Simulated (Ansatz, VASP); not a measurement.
# In in VASP and in Ansatz

```
In
1.0
     0.00000    2.41541    2.41541
     2.41541    0.00000    2.41541
     2.41541    2.41541    0.00000
In
1
Direct
  0.00000 0.00000 0.00000
```

Change from the starting cell: volume scaled by 1.025.

Alike in both runs: task single point; functional PBE; k mesh 15 × 15 × 15; occupations fermi-dirac, width 0.05 eV; no spin polarisation.

|  | VASP | Ansatz |
| --- | --- | --- |
| version | VASP 6.6.1 | Ansatz 0.2.0 |
| potentials or method | VASP PAW PBE potentials, release 64 (In_d), cutoff 520 eV | all-electron LAPW, scalar-relativistic |

|  | VASP | Ansatz | Ansatz less VASP |
| --- | --- | --- | --- |
| pressure (GPa) | -0.8 | -0.8 | +0.04 |

Ansatz ran all-electron here, so the differences hold the error of VASP's frozen core and of both bases.
